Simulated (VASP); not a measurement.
# Hf2Si (I4/mcm) in VASP: notebook

One crystal, Hf2Si, is run at these levels: PBEsol, r2SCAN; tasks: single point.

Program: VASP 6.6.1. These are calculated values, not measurements. Logs are shortened: lines on timing, memory, paths and dates and some standing lists are left out, and cuts for length are marked.

### Step 1. The crystal as given

Symmetry: I4/mcm, No. 140, tetragonal system. Conventional cell: a = 6.509 Å, b = 6.509 Å, c = 5.141 Å, α = 90.00°, β = 90.00°, γ = 90.00°. Hf (site symmetry m2m) is surrounded by 4 Si at 2.77 Å and 3 Hf at 2.88 to 3.09 Å. Si (site symmetry 422) has 2 Si at 2.57 Å and 8 Hf at 2.77 Å as nearest neighbours.

The cell comes from a database or a generator and needn't be the stable form of this composition.

### Step 2. Single point, PBEsol

Input file INCAR:

```
SYSTEM = Hf2Si
PREC = Accurate
ENCUT = 900
EDIFF = 1E-6
ISMEAR = 0
SIGMA = 0.1
LREAL = .FALSE.
LASPH = .TRUE.
NELM = 100
ALGO = Normal
ISIF = 2
LWAVE = .FALSE.
LCHARG = .FALSE.
GGA = PS
```

Input file KPOINTS:

```
Automatic mesh
0
G
  10 10 10
  0 0 0
```

Input file POSCAR:

```
Hf2Si
1.0
   -3.2543800000      3.2543800000      2.5703800000
    3.2543800000     -3.2543800000      2.5703800000
    3.2543800000      3.2543800000     -2.5703800000
Hf Si
4 2
Direct
    0.3433500000      0.1566500000      0.5000000000
    0.8433400000      0.3433400000      0.1866900000
    0.6566500000      0.8433400000      0.5000000000
    0.1566500000      0.6566600000      0.8133100000
    0.2500000000      0.2500000000      0.0000000000
    0.7500000000      0.7500000000      0.0000000000
```

Potentials or basis: VASP PAW PBE potentials, release 64 (Hf_pv, Si).

On the command line:

```console
$ cat potpaw_PBE.64/Hf_pv/POTCAR potpaw_PBE.64/Si/POTCAR > POTCAR
$ mpirun -np 1 vasp_std > vasp.out
```

OUTCAR:

```text
SYSTEM = Hf2Si
   PREC = Accurate
   ENCUT = 900
   EDIFF = 1E-6
   ISMEAR = 0
   LREAL = .FALSE.
   LASPH = .TRUE.
   NELM = 100
   ISIF = 2
   GGA = PS

 ion  position               nearest neighbor table
   1  0.343  0.157  0.500-   6 2.77   6 2.77   5 2.77   5 2.77   3 2.88   3 3.09   3 3.09   4 3.28
                             4 3.28   2 3.28   2 3.28   4 3.47   2 3.47   2 3.47   4 3.47
   2  0.843  0.343  0.187-   6 2.77   5 2.77   5 2.77   6 2.77   4 2.88   4 3.09   4 3.09   1 3.28
                             1 3.28   3 3.28   3 3.28   1 3.47   3 3.47   3 3.47   1 3.47
   3  0.657  0.843  0.500-   5 2.77   6 2.77   6 2.77   5 2.77   1 2.88   1 3.09   1 3.09   2 3.28
                             2 3.28   4 3.28   4 3.28   4 3.47   2 3.47   2 3.47   4 3.47
   4  0.157  0.657  0.813-   5 2.77   6 2.77   5 2.77   6 2.77   2 2.88   2 3.09   2 3.09   1 3.28
                             1 3.28   3 3.28   3 3.28   3 3.47   1 3.47   3 3.47   1 3.47
   5  0.250  0.250  0.000-   6 2.57   6 2.57   4 2.77   3 2.77   2 2.77   3 2.77   2 2.77   1 2.77
                             1 2.77   4 2.77
   6  0.750  0.750  0.000-   5 2.57   5 2.57   4 2.77   3 2.77   2 2.77   2 2.77   3 2.77   1 2.77
                             1 2.77   4 2.77

  LATTYP: Found a body centered tetragonal cell.
 ALAT       =     6.5087600000
 C/A-ratio  =     0.7898217172

  Lattice vectors:

 A1 = (  -3.2543800000,   3.2543800000,   2.5703800000)
 A2 = (   3.2543800000,  -3.2543800000,   2.5703800000)
 A3 = (   3.2543800000,   3.2543800000,  -2.5703800000)

Analysis of symmetry for initial positions (statically):
=====================================================================
 Subroutine PRICEL returns:
 Original cell was already a primitive cell.

 Routine SETGRP: Setting up the symmetry group for a
 body centered tetragonal supercell.

 Subroutine GETGRP returns: Found  1 space group operations
 (whereof  1 operations were pure point group operations)
 out of a pool of 16 trial point group operations.

The static configuration has the point symmetry C_1 .

Analysis of symmetry for dynamics (positions and initial velocities):
=====================================================================
 Subroutine PRICEL returns:
 Original cell was already a primitive cell.

 Routine SETGRP: Setting up the symmetry group for a
 body centered tetragonal supercell.

 Subroutine GETGRP returns: Found  1 space group operations
 (whereof  1 operations were pure point group operations)
 out of a pool of 16 trial point group operations.

The dynamic configuration has the point symmetry C_1 .

 Subroutine INISYM returns: Found  1 space group operations
 (whereof  1 operations are pure point group operations),
 and found     1 'primitive' translations

----------------------------------------------------------------------------------------

                                     Primitive cell

  volume of cell :     108.8915

  direct lattice vectors                    reciprocal lattice vectors
    -3.254380000  3.254380000  2.570380000     0.000000000  0.153639096  0.194523767
     3.254380000 -3.254380000  2.570380000     0.153639096  0.000000000  0.194523767
     3.254380000  3.254380000 -2.570380000     0.153639096  0.153639096  0.000000000

  length of vectors
     5.271511331  5.271511331  5.271511331     0.247879946  0.247879946  0.217278493

  position of ions in fractional coordinates (direct lattice)
     0.343350000  0.156650000  0.500000000
     0.843340000  0.343340000  0.186690000
     0.656650000  0.843340000  0.500000000
     0.156650000  0.656660000  0.813310000
     0.250000000  0.250000000  0.000000000
     0.750000000  0.750000000  0.000000000

  ion indices of the primitive-cell ions
   primitive index   ion index
                 1           1
                 2           2
                 3           3
                 4           4
                 5           5
                 6           6

----------------------------------------------------------------------------------------

 KPOINTS: Automatic mesh

Automatic generation of k-mesh.
 Grid dimensions read from file:
 generate k-points for:   10   10   10

 Generating k-lattice:

  Cartesian coordinates                     Fractional coordinates (reciprocal lattice)
     0.000000000  0.015363910  0.019452377     0.100000000  0.000000000 -0.000000000
     0.015363910  0.000000000  0.019452377     0.000000000  0.100000000 -0.000000000
     0.015363910  0.015363910  0.000000000     0.000000000  0.000000000  0.100000000

  Length of vectors
     0.024787995  0.024787995  0.021727849

  Shift w.r.t. Gamma in fractional coordinates (k-lattice)
     0.000000000  0.000000000  0.000000000

 Subroutine IBZKPT returns following result:
 ===========================================

 Found    504 irreducible k-points:

 Following reciprocal coordinates:
            Coordinates               Weight
  0.000000  0.000000  0.000000      1.000000
  0.100000 -0.000000  0.000000      2.000000
  0.100000 -0.000000 -0.100000      2.000000
 -0.000000  0.100000 -0.100000      2.000000
 -0.000000  0.100000  0.000000      2.000000
  0.200000 -0.000000  0.000000      2.000000
[... 16 lines left out ...]
  0.200000 -0.000000 -0.100000      2.000000
  0.100000  0.100000 -0.200000      2.000000
 [... further k-points ...]
   k-points           NKPTS =    504   k-points in BZ     NKDIM =    504   number of bands    NBANDS=     28
   number of dos      NEDOS =    301   number of ions     NIONS =      6
   total plane-waves  NPLWV = 157464
   dimension x,y,z NGX =    54 NGY =   54 NGZ =   54
   dimension x,y,z NGXF=   108 NGYF=  108 NGZF=  108
   ions per type =               4   2
   NGX,Y,Z   is equivalent  to a cutoff of  17.03, 17.03, 17.03 a.u.
   NGXF,Y,Z  is equivalent  to a cutoff of  34.06, 34.06, 34.06 a.u.
 SYSTEM =  Hf2Si
   PREC   = accura    normal or accurate (medium, high low for compatibility)
   ISTART =      0    job   : 0-new  1-cont  2-samecut
   ICHARG =      2    charge: 1-file 2-atom 10-const
   ISPIN  =      1    spin polarized calculation?
   LNONCOLLINEAR =      F non collinear calculations
   LSORBIT =      F    spin-orbit coupling
   LASPH  =      T    aspherical Exc in radial PAW
   ENCUT  =  900.0 eV  66.15 Ry    8.13 a.u.  12.89 12.89 12.89*2*pi/ulx,y,z
   NELM   =    100;   NELMIN=  2; NELMDL= -5     # of ELM steps
   EDIFF  = 0.1E-05   stopping-criterion for ELM
[... 8 lines left out ...]
   TEBEG  =    0.0;   TEEND  =   0.0 temperature during run
   PSTRESS=    0.0 pullay stress
   NELECT =      48.0000    total number of electrons
   NUPDOWN=      -1.0000    fix difference up-down
   EMIN   =  10.00;   EMAX   =-10.00  energy-range for DOS
   EFERMI =   0.00;   METHOD = LEGACY
   ISMEAR =     0;   SIGMA  =   0.10  broadening in eV -4-tet -1-fermi 0-gaus
   EFERMI_NEDOS =   21; number of points for ismear=-14 and -15
   IALGO  =     38    algorithm
   IMIX   =      4    mixing-type and parameters
     AMIX     =   0.40;   BMIX     =  1.00
     AMIX_MAG =   1.60;   BMIX_MAG =  1.00
  volume/ion in A,a.u.               =      18.15       122.47
  Fermi-wavevector in a.u.,A,eV,Ry     =   1.245921  2.354450 21.120596  1.552320
  Thomas-Fermi vector in A             =   2.380122
   LORBIT       =      0    0 simple, 1 ext, 2 COOP (PROOUT), +10 PAW based schemes
   GGA     = PS    functional components
   LHFCALC =     F    Hartree Fock is set to
   AEXX    =    0.0000 exact exchange contribution
   IVDW    =     0    specifies the selected vdW correction
   LEPSILON=     F    determine dielectric tensor
   LRPA    =     F    only Hartree local field effects (RPA)
 non-spin polarized calculation
 Gauss-broadening in eV      SIGMA  =   0.10
  energy-cutoff  :      900.00
  volume of cell :      108.89
 maximum number of plane-waves:      6728
 NGX is ok and might be reduce to    54
   NGX = 25   NGY = 25   NGZ = 25

 number of electron      48.0000001 magnetization

 Free energy of the ion-electron system (eV)
  ---------------------------------------------------
  ext. energy  EPLUGINS =         0.00000000
  ---------------------------------------------------
  free energy    TOTEN  =       -58.30493484 eV

  energy without entropy =      -58.29333996  energy(sigma->0) =      -58.29913740

 E-fermi :   6.1090     XC(G=0): -11.7297

 val. band max:        6.0978760739   @ k =   0.5000   0.1000   0.0000
 cond. band min:       6.1091153629   @ k =   0.2000   0.2000   0.2000
 fundamental gap:      0.0112392890
 Fermi energy:         6.1090443252

 k-point     1 :       0.0000    0.0000    0.0000
  band No.  band energies     occupation
      1     -24.1118      2.00000
      2     -24.1007      2.00000
      3     -23.9777      2.00000
      4     -23.9777      2.00000
      5     -23.9435      2.00000
      6     -23.9435      2.00000
[... 20 lines left out ...]
     27       8.2121      0.00000
     28       8.7337      0.00000

 k-point     2 :       0.1000   -0.0000    0.0000
  band No.  band energies     occupation
      1     -24.1266      2.00000
      2     -24.1013      2.00000
      3     -24.0059      2.00000
      4     -23.9981      2.00000
      5     -23.9149      2.00000
      6     -23.9069      2.00000
[... 20 lines left out ...]
     27       8.1645      0.00000
     28       8.6316      0.00000

 k-point     3 :       0.1000   -0.0000   -0.1000
  band No.  band energies     occupation
      1     -24.1266      2.00000
      2     -24.1013      2.00000
      3     -24.0059      2.00000
      4     -23.9981      2.00000
      5     -23.9149      2.00000
      6     -23.9069      2.00000
[... 616 lines left out ...]
      3     -24.0321      2.00000
      4     -24.0045      2.00000
      5     -23.8670      2.00000
      6     -23.8613      2.00000
[... 20 lines left out ...]
     27       8.0127      0.00000
     28       8.7956      0.00000

 k-point    24 :       0.1000    0.1000   -0.2000
  band No.  band energies     occupation
      1     -24.1625      2.00000
      2     -24.1034      2.00000
      3     -24.0321      2.00000
      4     -24.0045      2.00000
      5     -23.8670      2.00000
      6     -23.8612      2.00000
[... 20 lines left out ...]
     27       8.0127      0.00000
     28       8.8148      0.00000

 [... further k-points ...]

------------------------ aborting loop because EDIFF is reached ----------------------------------------

  FORCE on cell =-STRESS in cart. coord.  units (eV):
  Direction    XX          YY          ZZ          XY          YZ          ZX
  --------------------------------------------------------------------------------------
  -------------------------------------------------------------------------------------
  Total        0.0164759      0.0158485      0.0048950     -0.0002785     -0.0000031      0.0001678
  in kB        0.2424188      0.2331874      0.0720231     -0.0040980     -0.0000457      0.0024685
  external PRESSURE =       0.1825431 kB  Pullay stress =       0.0000000 kB

 VOLUME and BASIS-vectors are now :
 -----------------------------------------------------------------------------
  energy-cutoff  :      900.00
  volume of cell :      108.89
      direct lattice vectors                 reciprocal lattice vectors
    -3.254380000  3.254380000  2.570380000     0.000000000  0.153639096  0.194523767
     3.254380000 -3.254380000  2.570380000     0.153639096  0.000000000  0.194523767
     3.254380000  3.254380000 -2.570380000     0.153639096  0.153639096  0.000000000

 POSITION                                       TOTAL-FORCE (eV/Angst)
 -----------------------------------------------------------------------------------
      1.01960      2.23478      0.00000         0.002219     -0.002208     -0.000079
     -1.01963      2.23475      2.57035        -0.001864     -0.001919      0.000165
      2.23475      1.01963      2.57035        -0.001988      0.001984      0.000166
      4.27404      1.01960      0.00000         0.001423      0.002359     -0.000080
      0.00000      0.00000      1.28519         0.000106     -0.000185      0.000025
      0.00000      0.00000      3.85557         0.000105     -0.000031     -0.000197
 -----------------------------------------------------------------------------------
    total drift:                               -0.000001     -0.000000     -0.000000

  FREE ENERGIE OF THE ION-ELECTRON SYSTEM (eV)
  ---------------------------------------------------
  free  energy   TOTEN  =       -58.3049348429 eV

  energy  without entropy=      -58.2933399556  energy(sigma->0) =      -58.29913740
```

Run time: 52 min. Hardware: 1 thread of Intel Xeon Platinum 8375C at 2.90GHz (Ice Lake), shared host; peak memory 2.5 GiB.

Results:

```yaml
Free_energy: -58.3049 eV
Pressure: 0.0 GPa
Largest_force: 0.003 eV/Å
Band_gap_on_the_k_mesh: none (metal or under the smearing width)
```

Forces in eV/Å, atoms in the order of the input:
```
Hf   0.002 -0.002  0.000
Hf  -0.002 -0.002  0.000
Hf  -0.002  0.002  0.000
Hf   0.001  0.002  0.000
Si   0.000  0.000  0.000
Si   0.000  0.000  0.000
```

Caveat: the PAW data sets were made with another functional, which shifts forces and pressure a little.

### Step 3. Single point, r2SCAN

Edit INCAR of step 2 so:

```diff
@@ -2,3 +2,3 @@
 PREC = Accurate
-ENCUT = 900
+ENCUT = 520
 EDIFF = 1E-6
@@ -13,2 +13,3 @@
 LCHARG = .FALSE.
-GGA = PS
+METAGGA = R2SCAN
+LMIXTAU = .TRUE.
```

KPOINTS is that of step 2.

POSCAR is that of step 2.

Potentials or basis: VASP PAW PBE potentials, release 64 (Hf_pv, Si).

On the command line:

```console
$ cat potpaw_PBE.64/Hf_pv/POTCAR potpaw_PBE.64/Si/POTCAR > POTCAR
$ mpirun -np 1 vasp_std > vasp.out
```

Run time: 1.8 h. Hardware: 1 thread of Intel Xeon Platinum 8375C at 2.90GHz (Ice Lake), shared host; peak memory 1.2 GiB.

The run converged. Its results:

```yaml
Free_energy: -202.8903 eV
Pressure: 2.7 GPa
Largest_force: 0.037 eV/Å
Band_gap_on_the_k_mesh: none (metal or under the smearing width)
```

Forces in eV/Å, atoms in the order of the input:
```
Hf  -0.026  0.026  0.000
Hf   0.026  0.026  0.000
Hf   0.026 -0.026  0.000
Hf  -0.027 -0.026  0.000
Si   0.000  0.000  0.000
Si   0.000  0.000  0.000
```

Stress tensor (GPa, compression positive):
```
2.85 0.00 0.00
0.00 2.85 0.00
0.00 0.00 2.34
```

Levels at points of the mesh, in eV from the Fermi level:
```tsv
k point	band 20	band 21	band 22	band 23	band 24	band 25	band 26	band 27	band 28
(0.00, 0.00, 0.00)	-1.55	-1.45	-1.45	-1.20	-1.00	2.21	2.33	2.33	2.82
(0.50, 0.00, 0.00)	-1.17	-0.85	-0.85	-0.57	-0.57	0.20	0.20	2.17	2.17
(0.50, 0.00, 0.50)	-1.17	-0.85	-0.85	-0.57	-0.57	0.20	0.20	2.17	2.17
(0.00, 0.50, 0.50)	-1.17	-0.85	-0.85	-0.57	-0.57	0.20	0.20	2.17	2.17
(0.00, 0.50, 0.00)	-1.17	-0.85	-0.85	-0.57	-0.57	0.20	0.20	2.17	2.17
(0.50, 0.50, 0.00)	-2.25	-1.61	-1.19	-0.86	-0.52	1.41	1.50	1.87	2.27
(0.00, 0.00, 0.50)	-2.25	-1.61	-1.19	-0.86	-0.52	1.41	1.50	1.87	2.27
(0.50, 0.50, 0.50)	-2.18	-0.91	-0.55	0.10	0.36	0.41	0.41	1.44	1.62
```

Caveat: the PAW data sets were made with another functional, which shifts forces and pressure a little. Spin-orbit coupling is left out, which matters for the levels of Hf.
